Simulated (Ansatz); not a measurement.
# MnO (I4/mmm) in Ansatz: a series of runs, part 2 of 2

Ansatz 0.2.0. The steps go on from the part before.

### 4 Relaxation of the atoms, PBE, collinear spin, ferromagnetic start (strained by +1 %)

The input, input.yaml:

```yaml
crystal:
  lattice:
    - [0.0, 2.22200033, 2.22200033]
    - [2.2442203333, 0.0, 2.22200033]
    - [2.2442203333, 2.22200033, 0.0]
  atoms:
    - { symbol: Mn, position: [0.0, 0.0, 0.0], spin: 4.0 }
    - { symbol: O, position: [0.5, 0.5, 0.5] }
hamiltonian:
  xc: pbe
  pseudopotentials: { kind: paw }
magnetization:
  spin_polarized: true
kpoints:
  mp_grid: { grid: [7, 7, 7] }
scf:
  occupations: { method: fermi_dirac, width: 0.05 }
output:
  forces: true
  stress: true
  eigenvalues: true
  write_density: true
  write_potential: true
  elf: true
  volumetric_format: npy
relax:
  f_tol: 0.01
  max_steps: 40
```

Potentials or basis: Ansatz PAW.

The run is started by

```console
$ ansatz run input.yaml --threads 2 --pin off --max-ram 5632MiB --backend cpu --events-out ev --progress --plain --runs-dir out
```

Output:

```text
Warning: output.stress: scf.convergence.dr2_threshold = 1e-7 eV (the SCF's general default) is looser than the 2e-10 eV advised for a printed stress (1e-10 eV for each atom of the cell: 2). What an SCF threshold leaves in a stress goes as its square root, and in the free energy as the threshold itself, and one threshold admits the most on a small cell: of the crystals measured, under no hybrid functional and no lock of the moments, on runs that ended without the residual-converged pass, on stresses that held no estimate of that error, the worst erred by over 100 MPa in a component at 1e-7 eV an atom and by under 5 at 1e-10. Every solve of this run answers to scf.convergence.dr2_threshold, and the tensor of one is reported: a single SCF on the reported geometry and on this run's grids (its basis.xc_grid and basis.ecutrho_ratio typed), with scf.convergence.dr2_threshold at 2e-10 eV or tighter, prints it and tightens no other solve. Else set scf.convergence.dr2_threshold to 2e-10 eV or tighter. The threshold is an SCF's pass mark: one that does not reach it within its budget of iterations ends unconverged, or closes short of it on a stop that the run arms, and scf.convergence.dr2_threshold's page says what that costs each kind of run
Warning: RAYON_NUM_THREADS=2 ignored (pool sized by the plan → 2); use --threads N
Engine: ansatz 0.2.0, x86_64-unknown-linux-gnu
Pseudopotentials: kind: paw
Pseudopotential: Mn, paw, valence charge 15, recommended cutoff 420 eV (normal), Mn.paw.azcp
Pseudopotential: O, paw, valence charge 6, recommended cutoff 420 eV (normal), O.paw.azcp
Functional definition: PBE
  parameter kappa = 0.804
  parameter beta = 0.06672455060314922
  exchange = pbe_x(kappa = kappa, mu = beta*pi^2/3)
  correlation = pbe_c(beta = beta)
Crystal: 2 atoms, lattice volume = 22.161 Å³
Basis set: ecut = 420 eV, 411 PW (Γ), exchange–correlation on 48×48×48 points (8 copies of the dense FFT grid, shifted against one another)
Bands: 17, of which v1, the nominal top of the filled ones, is band 11 counted from 1 (10 counted from 0)
Symmetry: 16 space group operations
Space group: I4/mmm (ITA 139), of the structure as read, at distance tolerance 2.8e-5 Å
Magnetic group: BNS 139.531 (UNI 1191), of the structure as read, at distance tolerance 2.8e-5 Å
k-points: 40 of 343
Non-local potential: Mn, projectors of the file, l = 0: 3, l = 1: 2, l = 2: 3, l = 3: 1
Non-local potential: O, projectors of the file, l = 0: 2, l = 1: 2, l = 2: 1
PAW form: soft (Blöchl's): semilocal exchange-correlation on the pseudo side does not see the compensation charge
PAW one-centre angular grid: Mn, 590 points (default); XC on 64 Gauss nodes
PAW one-centre angular grid: O, 110 points (default); XC on 64 Gauss nodes
Initial density: superposition of atomic densities (chi_scale 0.1, normalization cell, long waves kept (reshape's long-wave potential 0.00 eV rms))
Starting moments: Σ|m| = 4 μB on 1 of 2 sites
Initial wavefunctions: pseudopotential atomic-orbital guess
Functional: x = pbe(κ = 0.804, μ = 0.2195149727645171), c = pbe(β = 0.06672455060314922)
SCF iter   1: F=—  HF=-4466.462183 eV  |F-HF|=—  |Δ(HF+E_count)|=         —  Δρ=1.35e-1 (↑1.35e-1 ↓6.94e-2)  dr2=6.48e0  dr2_m=6.14e-1  M=4.415 μB ∫|m|=4.415 μB  β_m=0.30  ethr=3.10e-3  ⟨swp⟩=3.7  Hψ=5540  notcnv=0
Mixer restart at iter 1: flushing history
[... 14 lines left out ...]
relax step   1: F+E_penalty+E_count = -4466.17652689 eV  Δ(F+E_penalty+E_count) = +0.000e0 eV  max|allowed force component| = 1.972e-30 eV/Å  Δτ_max = 0.0000 Å  (11 SCF iters, accepted)
SCF converged after 11 iterations
Magnetization: 4.7341 μB (12.8671 up, 8.1329 down)
Absolute magnetization: 4.7341 μB (∫|ρ↑−ρ↓|, with the PAW one-centre terms)
Spin contamination: 0.0126 ħ² per cell (⟨S²⟩ above its minimum at these occupations)
Per-site moments (μB) at R_I (Å): [(4.025425298494451, 0.9165751361250001), (0.22003105052345956, 0.9165751361250001)]
Free energy (F): -4466.176527 eV
Harris-Foulkes:  -4466.176527 eV  (|F-HF|=3.10e-10)
Internal energy: -4466.167972 eV  (E = F + TS)
E sigma→0 (E₀):  -4466.172249 eV
Entropy (-TS):   -0.008555 eV (-4.277 meV/atom)
Fermi energy:    13.261132 eV
--- Per-component energies (eV) ---
  E_band       = -250.639866
  E_kinetic    = 473.705295
  E_local      = -2241.092392  (includes V_loc(G=0)·N_el)
  E_nonlocal   = 302.425760
  E_hartree    = 898.044335
  E_xc         = -184.420864
  E_vxc        = -235.582269  (∫ρ·V_xc dr)
  E_paw        = -1465.853454  (= ΣΔE_a)
  E_vpaw       = -346.188098  (= ΣTr[D̂ρ^β])
  E_aug_tail   = 0.002398  (compensation charges beyond the density's cutoff)
  E_ewald      = -2248.979051
  E_smearing   = -0.008555  (= −TS)
  E_closure    = 0.000000  (closes the sum)
  Σ components = -4466.176527   (vs F -4466.176527, Δ=0.00e0)
--- Forces (eV/Å), atoms counted from 1 ---
  atom   1  Mn    -0.00000000     0.00000000     0.00000000
  atom   2  O     -0.00000000     0.00000000     0.00000000
  max |Σ_I F_I| component: 1.66e-29 eV/Å
--- Stress (GPa, compression-positive) ---
       -1.839380       0.000000      -0.000000
        0.000000      -2.373267      -0.000000
       -0.000000      -0.000000      -2.373267
  P = ⅓ Tr σ = -2.1953 GPa (-21.953 kbar)
--- Band table (eV; the first three rows and the last of 80) ---
  k-point 0 ↑: bands = ["-68.3526", "-37.0932", "-37.0932", "-37.0891", "-6.9835", "9.4945", "9.4945", "9.5140", "10.0246", "10.0697", "10.0697", "10.5566", "10.5910", "12.6696", "27.1727", "29.4048", "29.4053"]
  k-point 1 ↑: bands = ["-68.3515", "-37.1038", "-37.0946", "-37.0917", "-6.8179", "8.0774", "8.6483", "8.6551", "10.2387", "10.2561", "10.4096", "11.4510", "11.4931", "13.9065", "25.1962", "28.5506", "28.6595"]
  k-point 2 ↑: bands = ["-68.3488", "-37.1298", "-37.0977", "-37.0955", "-6.4197", "6.2880", "7.7372", "7.7482", "10.5957", "10.5977", "10.8279", "12.5787", "12.6436", "15.7151", "22.4765", "26.5103", "26.7019"]
  k-point 39 ↓: bands = ["-63.6057", "-32.5012", "-32.4954", "-32.4550", "-5.5785", "7.4173", "7.4243", "8.3242", "14.2076", "14.8160", "15.4728", "15.5952", "16.1875", "21.9475", "22.5147", "22.5871", "26.3256"]
--- Relaxed structure (1 steps of the walk, 1 accepted, 0 SCFs on fresh bases) ---
  F+E_penalty+E_count = -4466.17652689 eV   max|allowed force component| = 1.972e-30 eV/Å
  atoms:
    - { symbol: Mn, position: [0.0, 0.0, 0.0] }
    - { symbol: O, position: [0.5, 0.49999999999999994, 0.5] }
```

v_z.tsv:

```text
# z_ang	v_es[eV]	v_tot_up[eV]	v_tot_dn[eV]
# format = ansatz-planar-average/11
# xc	pbe
# density_cutoff_ev	1680
# datasets	Mn=:simpson_from_first_knot:soft	O=:simpson_from_first_knot:soft
# lattice	0.000000000	2.222000330	2.222000330
# lattice	2.244220333	0.000000000	2.222000330
# lattice	2.244220333	2.222000330	0.000000000
# sites	2
# site	25	0.000000000	0.000000000	0.000000000
# site	8	2.244220333	2.222000330	2.222000330
0.000000	5.683398e-1	-1.204302e1	-1.048314e1
0.131589	8.159708e-1	-1.174556e1	-1.019191e1
0.263178	1.546456e0	-1.086358e1	-9.339968e0
0.394767	2.730296e0	-9.447987e0	-7.985897e0
0.526356	4.294812e0	-7.630995e0	-6.256431e0
0.657945	6.079769e0	-5.632983e0	-4.373692e0
[... 16 lines left out ...]
2.894956	1.546456e0	-1.086358e1	-9.339968e0
3.026545	8.159708e-1	-1.174556e1	-1.019191e1
```

It took 2.7 s on 2 threads of Intel Xeon Platinum 8259CL at 2.50GHz (Skylake/Cascade Lake), shared host; peak memory 0.36 GiB.

What came out:

| Quantity | Value |
| --- | --- |
| Free energy | -4466.1765 eV |
| Pressure after relaxing | -2.2 GPa |
| Band gap on the k mesh | none (metal or under the smearing width) |
| Net moment | 4.73 μB per cell |
| Absolute moment | 4.73 μB per cell |
| Site moments | Mn +4.03; O +0.22 μB |

Stress tensor (GPa, compression positive):
```
-1.84  0.00  0.00
 0.00 -2.37  0.00
 0.00  0.00 -2.37
```

Final structure:
```xyz
2
Lattice="0.0000 2.2220 2.2220 2.2442 0.0000 2.2220 2.2442 2.2220 0.0000" Properties=species:S:1:pos:R:3 pbc="T T T"
Mn    0.0000    0.0000    0.0000
O     2.2442    2.2220    2.2220
```

Caveat: the relaxation stopped at its first step, so nothing moved; the pressure holds a Pulay correction of +0.6 GPa for the finite cutoff; a cell with one magnetic atom can't hold antiferromagnetic order, which such compounds often take; semilocal functionals often make such compounds metallic where correlation or magnetic order opens a gap, which also shifts bond lengths; the thresholds are loose for stress.

### 5 The runs side by side

```csv
cell,gap on the mesh (eV),pressure (GPa),moment (μB)
atoms relaxed from: strained by +2 %,none,-3.0,4.77
atoms relaxed from: strained by +4 %,none,-4.3,4.83
atoms relaxed from: strained by +1 %,none,-2.2,4.73
```

Alike in all rows: task relaxation of the atoms; level PBE; potentials or basis Ansatz PAW; spin collinear, ferromagnetic start; k mesh 7 × 7 × 7; cutoff (eV) 420; smearing fermi-dirac 0.05 eV.

Caveats: the relaxation stopped at its first step, so nothing moved; a cell with one magnetic atom can't hold antiferromagnetic order, which such compounds often take; semilocal functionals often make such compounds metallic where correlation or magnetic order opens a gap, which also shifts bond lengths; the thresholds are loose for stress.

Absolute energies hang on the potentials; compare differences alone.
